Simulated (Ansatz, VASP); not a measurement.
**Cross-check of LiCl between VASP and Ansatz**

Aim: how closely do two programs agree when they are given the same cell, functional and k mesh? The cell is taken from a series of VASP runs on this material, whose earlier steps may have relaxed, scaled or displaced it; both programs get it as it stands.

Calculated with Ansatz 0.2.0; plane waves, with VASP 6.6.1 beside it; band structure at r2SCAN, band structure at LDA and dielectric response at LDA.

## 1. The starting structure

It takes space group Fm-3m (No. 225, cubic). Conventional cell: a = 5.143 Å, b = 5.143 Å, c = 5.143 Å, α = 90.00°, β = 90.00°, γ = 90.00°. Cl has 6 Li at 2.57 Å nearest. Nearest to Li lie 6 Cl at 2.57 Å. Farther neighbours and most contacts between anions are not listed.

## 2. Ansatz: band structure, r2SCAN

Ansatz runs on its default PAW (the set named soft_2) files.

The same path points are solved in both programs, so levels can be compared one by one.

The input, input.yaml:

```yaml
crystal:
  lattice:
    - [0.0, 2.5715, 2.5715]
    - [2.5715, 0.0, 2.5715]
    - [2.5715, 2.5715, 0.0]
  atoms:
    - { symbol: Cl, position: [0.5, 0.5, 0.5] }
    - { symbol: Li, position: [0.0, 0.0, 0.0] }
hamiltonian:
  xc: r2scan
  pseudopotentials: { kind: paw }
kpoints:
  mp_grid: { grid: [8, 8, 8] }
  band_path:
    path:
      - [0.0, 0.0, 0.0]
      - [0.16667, 0.0, 0.16667]
      - [0.33333, 0.0, 0.33333]
      - [0.5, 0.0, 0.5]
      - [0.5, 0.08333, 0.58333]
      - [0.5, 0.19444, 0.69444]
      - [0.5, 0.25, 0.75]
      - [0.45833, 0.29167, 0.75]
      - [0.40278, 0.34722, 0.75]
      - [0.375, 0.375, 0.75]
      - [0.20833, 0.20833, 0.41667]
      - [0.08333, 0.08333, 0.16667]
      - [0.04167, 0.04167, 0.08333]
      - [0.0, 0.0, 0.0]
      - [0.22222, 0.22222, 0.22222]
      - [0.38889, 0.38889, 0.38889]
      - [0.51389, 0.47222, 0.51389]
      - [0.55556, 0.38889, 0.55556]
      - [0.61111, 0.27778, 0.61111]
      - [0.61111, 0.25, 0.63889]
      - [0.56944, 0.25, 0.68056]
      - [0.51389, 0.25, 0.73611]
      - [0.5, 0.27778, 0.72222]
      - [0.5, 0.38889, 0.61111]
      - [0.5, 0.47222, 0.52778]
      - [0.48611, 0.48611, 0.52778]
      - [0.43056, 0.43056, 0.63889]
      - [0.38889, 0.38889, 0.72222]
      - [0.59722, 0.19444, 0.59722]
      - [0.55556, 0.11111, 0.55556]
      - [0.5, 0.0, 0.5]
    npoints: 1
scf:
  occupations: { method: gaussian, width: 0.03 }
  n_extra_bands: 7
output:
  forces: true
  stress: true
  eigenvalues: true
```

Launch:

```
ansatz run input.yaml --threads 2 --pin off --max-ram 4608MiB --backend cpu --events-out ev --progress --plain --runs-dir out
```

Numbers of over 12 decimals in the logs are rounded to 6 here.

Log:

```text
scf.n_extra_bands = 7 over 5 filled bands (N_el = 10.0): the run solves 12 bands
Engine: ansatz 0.2.0, aarch64-unknown-linux-gnu
Pseudopotentials: kind: paw
Pseudopotential: Cl, paw, valence charge 7, recommended cutoff 500 eV (meta_gga), Cl.paw.azcp
Pseudopotential: Li, paw, valence charge 3, recommended cutoff 500 eV (meta_gga), Li.paw.azcp
Functional definition: r2SCAN
  parameter k0 = 0.174
  parameter k1 = 0.065
  parameter a1 = 4.9479
  exchange = r2scan_x(k0 = k0, k1 = k1, a1 = a1)
  correlation = r2scan_c
Crystal: 2 atoms, lattice volume = 34.009 Å³
Basis set: ecut = 500 eV, 869 PW (Γ), exchange–correlation on 108×108×108 points (64 copies of the dense FFT grid, shifted against one another)
Bands: 12, of which v1, the nominal top of the filled ones, is band 5 counted from 1 (4 counted from 0)
Symmetry: 48 space group operations
Space group: Fm-3m (ITA 225), of the structure as read, at distance tolerance 3.2e-5 Å
k-points: 29 of 512
Non-local potential: Cl, projectors of the file, l = 0: 2, l = 1: 2, l = 2: 2
Non-local potential: Li, projectors of the file, l = 0: 3, l = 1: 2, l = 2: 1
PAW form: soft (Blöchl's): semilocal exchange-correlation on the pseudo side does not see the compensation charge
PAW frozen core: Cl, regenerated for the run's functional (the file was generated under x = pbe(κ = 0.804, μ = 0.219515), c = pbe(β = 0.066725))
PAW one-centre angular grid: Cl, 302 points (default); XC on 160 Gauss nodes
PAW one-centre angular grid: Li, 302 points (default); XC on 327 of its mesh's 2665 points in the sphere
Initial density: superposition of atomic densities (neutral atoms: chi_scale 0, normalization atom), corrected by the library's trained network
Initial wavefunctions: pseudopotential atomic-orbital guess
Functional: x = r2scan, c = r2scan; τ floored in thin density (d = 2e-4 eV/Å³)
SCF iter   1: F=—  HF=-1292.771427 eV  |F-HF|=—  |Δ(HF+E_count)|=         —  Δρ=4.31e-3  dr2=2.92e-3  dr2_τ=2.17e-3  ethr=1.77e-3  ⟨swp⟩=7.2  Hψ=2360  notcnv=0  defer=1
preconditioner: auto → none  [insulator: Δε(μ)=7.149 eV  Ē_g=17.764 eV  σ=0.030 eV  W_gap=1.00  n_scr=8 (ndim 8)  ℏωp=18.0 eV  f_vac=0.000  D(μ)=0.00/eV (n_scr^D=0)  ε∞_Penn≈2.0]
SCF iter   2: F=—  HF=-1292.791923 eV  |F-HF|=—  |Δ(HF+E_count)|=   2.05e-2  Δρ=2.05e-3  dr2=6.65e-4  dr2_τ=2.38e-5  ethr=2.92e-5  ⟨swp⟩=2.1  Hψ=830  notcnv=0  defer=74
SCF iter   3: F=—  HF=-1292.792005 eV  |F-HF|=—  |Δ(HF+E_count)|=   8.27e-5  Δρ=2.29e-4  dr2=1.14e-5  dr2_τ=3.96e-6  ethr=6.65e-6  ⟨swp⟩=2.0  Hψ=387  notcnv=0  defer=74
SCF iter   4: F=—  HF=-1292.792008 eV  |F-HF|=—  |Δ(HF+E_count)|=   2.60e-6  Δρ=2.35e-5  dr2=5.78e-8  dr2_τ=2.84e-8  ethr=1.14e-7  ⟨swp⟩=2.4  Hψ=382  notcnv=0  defer=74
iter 5 did not close the SCF: its close was put off for the readings that it lacked (scf_convergence_deferred on its scf_iter line)
SCF iter   5: F=-1292.792009 eV  HF=-1292.792009 eV  |F-HF|=8.15e-9  |Δ(HF+E_count)|=   5.47e-7  Δρ=7.91e-6  dr2=7.52e-9  dr2_τ=1.84e-9  ethr=5.78e-10  ⟨swp⟩=2.0  Hψ=419  notcnv=0  defer=74
SCF iter   6: F=-1292.792009 eV  HF=-1292.792009 eV  |F-HF|=7.41e-10  |Δ(HF+E_count)|=   8.95e-9  Δρ=1.54e-6  dr2=2.02e-10  dr2_τ=1.12e-10  ethr=7.52e-11  ⟨swp⟩=6.0  Hψ=1622  notcnv=0
SCF 1 converged in 6 iterations: F = -1292.792009 eV  dr2 = 2.02e-10
  greatest PAW one-centre occupation: 0.999 electrons in one spin orbital (limit 2), on the Li atom at site 1 (counted from 0), in its partial waves of l = 0
NSCF: frozen V_eff on 31 k-points
SCF converged after 6 iterations
Free energy (F): -1292.792009 eV
Harris-Foulkes:  -1292.792009 eV  (|F-HF|=7.41e-10)
Internal energy: -1292.792009 eV  (E = F + TS)
E sigma→0 (E₀):  -1292.792009 eV
Fermi energy:    4.848399 eV
--- Per-component energies (eV) ---
  E_band       = -111.306762
  E_kinetic    = 183.442978
  E_local      = -326.170523  (includes V_loc(G=0)·N_el)
  E_nonlocal   = -4.987606
  E_hartree    = 95.280203
  E_xc         = -115.425741
  E_vxc        = -150.825509  (∫ρ·V_xc dr)
  E_paw        = -688.450616  (= ΣΔE_a)
  E_vpaw       = -11.375523  (= ΣTr[D̂ρ^β])
  E_aug_tail   = -0.000067  (compensation charges beyond the density's cutoff)
  E_vtau       = 8.049152  (kinetic-family band-sum trace: ∫τ·v_τ [+ j·A + Jᵃ·Aᵃ] dr)
  E_ewald      = -436.344230
  E_core_change = -0.136407  (= ΣΔE_core)
  E_smearing   = -0.000000  (= −TS)
  E_closure    = 0.000000  (closes the sum)
  Σ components = -1292.792009   (vs F -1292.792009, Δ=0.00e0)
--- Forces (eV/Å), atoms counted from 1 ---
  atom   1  Cl     0.00000000    -0.00000000     0.00000000
  atom   2  Li    -0.00000000     0.00000000     0.00000000
  max |Σ_I F_I| component: 5.45e-30 eV/Å
--- Stress (GPa, compression-positive) ---
       -0.597131      -0.000000       0.000000
       -0.000000      -0.597131      -0.000000
        0.000000       0.000000      -0.597131
  P = ⅓ Tr σ = -0.5971 GPa (-5.971 kbar)
--- Band table (eV; the first three rows and the last of 29) ---
  k-point 0: bands = [... 1 lower, -12.6985, 1.2589, 1.2589, 1.2589, 8.4378, 13.7599, 13.7599, 13.7599, ... 3 higher]
  k-point 1: bands = [... 1 lower, -12.6215, 0.7398, 1.2157, 1.2157, 8.9006, 13.0641, 13.7500, 13.7500, ... 3 higher]
  k-point 2: bands = [... 1 lower, -12.4256, -0.3183, 1.1167, 1.1167, 9.3015, 12.7035, 12.7035, 13.0136, ... 3 higher]
  k-point 28: bands = [... 1 lower, -11.8831, -0.8576, -0.8576, 0.1886, 11.5354, 12.2815, 12.4264, 12.4264, ... 3 higher]
```

Wall time 3 s (2 threads of Arm Neoverse N1, shared host); peak memory 0.35 GiB; 5.3 s of CPU time.

In the SCF lines HF is the Harris–Foulkes energy and dr2 the Hartree energy of the density residual, in eV; the loop may stop once dr2 is under the threshold and the program's other checks hold. Hψ counts applications of the Hamiltonian.

## 3. VASP: band structure, r2SCAN

The same cell, functional, mesh and smearing now go to VASP, with its own data sets and cutoff.

Lines of VASP's logs that name or quote its potential files are left out, and so is its time.

The input, INCAR:

```
SYSTEM = LiCl
PREC = Accurate
ENCUT = 580
EDIFF = 1E-06
NELM = 100
ISMEAR = 0
SIGMA = 0.03
LREAL = .FALSE.
ALGO = Normal
METAGGA = R2SCAN
LASPH = .TRUE.
NBANDS = 17
LORBIT = 11
LWAVE = .FALSE.
LCHARG = .FALSE.
KPAR = 4
```

The input, POSCAR:

```
LiCl
1.0
    0.0000000000      2.5715000000      2.5715000000
    2.5715000000      0.0000000000      2.5715000000
    2.5715000000      2.5715000000      0.0000000000
Cl Li
1 1
Direct
    0.5000000000      0.5000000000      0.5000000000
    0.0000000000      0.0000000000      0.0000000000
```

The input, KPOINTS:

```
Automatic mesh
0
Gamma
8 8 8
0 0 0
```

The input, KPOINTS_OPT:

```
Line mode
10
Line-mode
Reciprocal
  0.00000000   0.00000000   0.00000000 GAMMA
  0.50000000   0.00000000   0.50000000 X

  0.50000000   0.00000000   0.50000000 X
  0.50000000   0.25000000   0.75000000 W

  0.50000000   0.25000000   0.75000000 W
  0.37500000   0.37500000   0.75000000 K

  0.37500000   0.37500000   0.75000000 K
  0.00000000   0.00000000   0.00000000 GAMMA

  0.00000000   0.00000000   0.00000000 GAMMA
  0.50000000   0.50000000   0.50000000 L

  0.50000000   0.50000000   0.50000000 L
  0.62500000   0.25000000   0.62500000 U

  0.62500000   0.25000000   0.62500000 U
  0.50000000   0.25000000   0.75000000 W

  0.50000000   0.25000000   0.75000000 W
  0.50000000   0.50000000   0.50000000 L

  0.50000000   0.50000000   0.50000000 L
  0.37500000   0.37500000   0.75000000 K

  0.62500000   0.25000000   0.62500000 U
  0.50000000   0.00000000   0.50000000 X
```

PAW data sets: Cl and Li_sv (PBE family, release 64).

Launch:

```
mpirun -np 4 vasp_std
```

Log:

```text
[banner, memory and clock lines left out]
running    4 mpi-ranks, on    1 nodes
 distrk:  each k-point on    1 cores,    4 groups
 distr:  one band on    1 cores,    1 groups

 POSCAR found type information on POSCAR ClLi
 POSCAR found :  2 types and       2 ions
|                                                                             |
|               ----> ADVICE to this user running VASP <----                  |
|                                                                             |
|     You enforced a specific xc type in the INCAR file but a different       |
|     [... a line on the potential file left out ...]
|     I HOPE YOU KNOW WHAT YOU ARE DOING!                                     |
|                                                                             |

 LDA part: xc-table for (None), standard interpolation
 POSCAR, INCAR and KPOINTS ok, starting setup
 FFT: planning ... GRIDC
 FFT: planning ... GRID_SOFT
 FFT: planning ... GRID
 WAVECAR not read
 entering main loop
       N       E                     dE             d eps       ncg     rms          rms(c)
DAV:   1     0.350209169262E+02    0.35021E+02   -0.43385E+03   986   0.602E+02
DAV:   2    -0.120884317485E+02   -0.47109E+02   -0.44600E+02  1312   0.124E+02
DAV:   3    -0.145243151000E+02   -0.24359E+01   -0.24261E+01  1327   0.277E+01
DAV:   4    -0.145707872345E+02   -0.46472E-01   -0.46450E-01  1298   0.385E+00
DAV:   5    -0.145717756197E+02   -0.98839E-03   -0.98828E-03  1318   0.504E-01    0.256E+00
DAV:   6    -0.125886724111E+02    0.19831E+01   -0.41811E-01  1106   0.363E+00    0.236E+00
DAV:   7    -0.125898121487E+02   -0.11397E-02   -0.13485E-01  1247   0.175E+00    0.788E-01
DAV:   8    -0.125878191423E+02    0.19930E-02   -0.34498E-02  1407   0.786E-01    0.742E-01
DAV:   9    -0.125859515417E+02    0.18676E-02   -0.62664E-03  1179   0.452E-01    0.104E-01
DAV:  10    -0.125860518694E+02   -0.10033E-03   -0.49003E-04  1343   0.143E-01    0.270E-02
DAV:  11    -0.125861297758E+02   -0.77906E-04   -0.21607E-05  1246   0.297E-02    0.120E-02
DAV:  12    -0.125862001053E+02   -0.70330E-04   -0.30068E-06  1316   0.100E-02    0.425E-03
DAV:  13    -0.125861989676E+02    0.11377E-05   -0.70508E-08   831   0.191E-03    0.387E-04
DAV:  14    -0.125861992618E+02   -0.29416E-06   -0.85369E-09   607   0.630E-04
   1 F= -.12586199E+02 E0= -.12586199E+02  d E =-.587882E-15
 Start KPOINTS_OPT (optional k-point list driver)
k-point batch [1-29\100]
       N       E                     dE             ncg
DAV:   1    -0.220094052322E+04   -0.11886E+05      986
DAV:   2    -0.351329285673E+04   -0.13124E+04     1362
DAV:   3    -0.358219496975E+04   -0.68902E+02     1345
DAV:   4    -0.358329789345E+04   -0.11029E+01     1434
DAV:   5    -0.358331511839E+04   -0.17225E-01     1390
DAV:   6    -0.358331532009E+04   -0.20170E-03     1427
DAV:   7    -0.358331532228E+04   -0.21867E-05     1380
DAV:   8    -0.358331532233E+04   -0.54064E-07     1122
[...]
k-point batch [88-100\100]
       N       E                     dE             ncg
DAV:   1     0.524763205042E+04   -0.65044E+04      442
DAV:   2     0.470864984082E+04   -0.53898E+03      599
DAV:   3     0.468119911519E+04   -0.27451E+02      608
DAV:   4     0.468059417157E+04   -0.60494E+00      635
DAV:   5     0.468058978949E+04   -0.43821E-02      642
DAV:   6     0.468058976012E+04   -0.29373E-04      625
DAV:   7     0.468058975999E+04   -0.13006E-06      633
```

Parts of OUTCAR (step 3):

```text
ion  position               nearest neighbor table
   1  0.500  0.500  0.500-   2 2.57   2 2.57   2 2.57   2 2.57   2 2.57   2 2.57
   2  0.000  0.000  0.000-   1 2.57   1 2.57   1 2.57   1 2.57   1 2.57   1 2.57

  LATTYP: Found a face centered cubic cell.
 ALAT       =     5.1430000000

 Subroutine GETGRP returns: Found 48 space group operations
 (whereof 48 operations were pure point group operations)

The static configuration has the point symmetry O_h .

 Found     29 irreducible k-points:

   k-points           NKPTS =     29   k-points in BZ     NKDIM =     29   number of bands    NBANDS=     17

   dimension x,y,z NGX =    30 NGY =   30 NGZ =   30
   dimension x,y,z NGXF=    60 NGYF=   60 NGZF=   60

   ENCUT  =  580.0 eV  42.63 Ry    6.53 a.u.   7.14  7.14  7.14*2*pi/ulx,y,z

   NELECT =      10.0000    total number of electrons

 k-points in reciprocal lattice and weights: Automatic mesh
   0.00000000  0.00000000  0.00000000       0.002
   0.12500000  0.00000000  0.00000000       0.016
   0.25000000  0.00000000  0.00000000       0.016
   0.37500000  0.00000000  0.00000000       0.016
   0.50000000  0.00000000  0.00000000       0.008
   0.12500000  0.12500000  0.00000000       0.012
   0.25000000  0.12500000  0.00000000       0.047
   0.37500000  0.12500000  0.00000000       0.047
   0.50000000  0.12500000  0.00000000       0.047
[...]
-0.37500000  0.50000000  0.12500000       0.023
  -0.25000000  0.50000000  0.25000000       0.012

 average (electrostatic) potential at core
       1 -96.0130       2 -66.4499

 E-fermi :   0.2809

 k-point     1 :       0.0000    0.0000    0.0000
  band No.  band energies     occupation
      1     -44.6945      2.00000
      2     -13.8266      2.00000
      3       0.1283      2.00000
      4       0.1283      2.00000
      5       0.1283      2.00000
      6       7.3733      0.00000
      7      12.7854      0.00000
      8      12.7854      0.00000
      9      12.7854      0.00000
     10      15.4879      0.00000
    ...

 k-point     2 :       0.1250    0.0000    0.0000
  band No.  band energies     occupation
      1     -44.6941      2.00000
      2     -13.7505      2.00000
      3      -0.3851      2.00000
      4       0.0854      2.00000
      5       0.0854      2.00000
      6       7.8229      0.00000
      7      12.0435      0.00000
      8      12.7537      0.00000
      9      12.7541      0.00000
     10      14.0853      0.00000
    ...

 k-point     3 :       0.2500    0.0000    0.0000
  band No.  band energies     occupation
      1     -44.6934      2.00000
      2     -13.5567      2.00000
      3      -1.4349      2.00000
      4      -0.0131      2.00000
      5      -0.0131      2.00000
      6       8.1942      0.00000
      7      11.6546      0.00000
      8      11.6554      0.00000
      9      11.9726      0.00000
     10      14.8832      0.00000
    ...

  Total       -0.2285143     -0.2285143     -0.2285143     -0.0000000     -0.0000000      0.0000000
  in kB      -10.7655067    -10.7655067    -10.7655067     -0.0000000     -0.0000000      0.0000000
  external PRESSURE =     -10.7655067 kB  Pullay stress =       0.0000000 kB

  energy-cutoff  :      580.00
  volume of cell :       34.01
      direct lattice vectors                 reciprocal lattice vectors
     0.000000000  2.571500000  2.571500000    -0.194439043  0.194439043  0.194439043
     2.571500000  0.000000000  2.571500000     0.194439043 -0.194439043  0.194439043
     2.571500000  2.571500000  0.000000000     0.194439043  0.194439043 -0.194439043

 POSITION                                       TOTAL-FORCE (eV/Angst)
 -----------------------------------------------------------------------------------
      2.57150      2.57150      2.57150        -0.000000      0.000000     -0.000000
      0.00000      0.00000      0.00000         0.000000     -0.000000      0.000000
 -----------------------------------------------------------------------------------
    total drift:                               -0.000000     -0.000000      0.000000

  FREE ENERGIE OF THE ION-ELECTRON SYSTEM (eV)
  ---------------------------------------------------
  free  energy   TOTEN  =       -12.5861992618 eV

  energy  without entropy=      -12.5861992618  energy(sigma->0) =      -12.58619926

 total charge
# of ion       s       p       d       tot
------------------------------------------
    1        1.596   3.623   0.000   5.219
    2        2.003   0.010   0.000   2.013
--------------------------------------------------
tot          3.599   3.633   0.000   7.232

[... 3 further parts left out ...]
```

The PAW data sets were made with PBE, which is usual practice but a small mismatch for other functionals.

## 4. Differences

Known differences besides the potentials themselves: VASP keeps PBE cores, Ansatz makes them for the functional; the cutoff is 500 eV in Ansatz and 580 eV in VASP. Total energies have different zeros and are not compared.

The two programs side by side:

```
                     quantity  Ansatz   VASP  difference
               pressure (GPa)   -0.60  -1.08       +0.48
gap over the path points (eV)   7.178  7.244      -0.066
```

Levels at points of the path, from each program's valence-band top (eV; 3 filled, then empty):

```
k (reciprocal lattice)                               Ansatz                                 VASP
     0.000 0.000 0.000      0.00 0.00 0.00 7.18 12.50 12.50      0.00 0.00 0.00 7.24 12.66 12.66
     0.167 0.000 0.167   -0.78 -0.31 -0.31 8.38 11.06 11.50   -0.77 -0.31 -0.31 8.43 11.15 11.59
     0.333 0.000 0.333    -2.20 -0.86 -0.86 9.12 9.45 11.51    -2.20 -0.86 -0.86 9.26 9.52 11.51
     0.500 0.000 0.500    -2.89 -1.11 -1.11 8.59 8.88 13.51    -2.90 -1.11 -1.11 8.75 8.94 13.50
     0.500 0.083 0.583    -2.80 -1.26 -1.10 8.81 9.20 13.17    -2.80 -1.27 -1.10 8.96 9.26 13.18
     0.500 0.194 0.694   -2.40 -1.81 -1.07 9.78 10.40 11.70   -2.41 -1.81 -1.06 9.91 10.47 11.77
     0.500 0.250 0.750  -2.12 -2.12 -1.07 10.28 11.02 11.17  -2.12 -2.12 -1.06 10.45 11.05 11.23
     0.458 0.292 0.750   -2.31 -1.92 -1.02 9.74 10.74 11.55   -2.32 -1.92 -1.01 9.84 10.85 11.60
     0.403 0.347 0.750   -2.46 -1.80 -0.87 8.91 10.65 12.25   -2.46 -1.79 -0.87 9.00 10.76 12.29
     0.375 0.375 0.750   -2.48 -1.79 -0.84 8.79 10.64 12.33   -2.48 -1.78 -0.84 8.88 10.76 12.37
```

Among the levels compared at these points, filled levels agree within 21 meV and empty ones within 172 meV.

## 5. Further runs

Further runs change the set-up of one program: Ansatz's method, potentials or start, or VASP's data sets, cutoff or form of LDA. The table gives Ansatz less VASP for each quantity, since a change that brings one quantity closer may part another.

```
                              run  pressure (GPa)  gap over the path points (eV)
                         as above            0.48                         -0.066
Ansatz's all-electron LAPW method            0.47                         -0.068
```

[end of part 1 of 2]

[Lines on the potential files, build, host, timing and source positions are cut from VASP's logs without a mark.]

[Logs are printed without paths, hosts, clocks, repeated set-up lines and the standing remarks that a program may print on its own settings, such as how far it seeks lower states.]

[Hosts, paths, dates, database ids (printed as entryN), source tags and the programs' standing remarks are cut or masked in the printed files.]
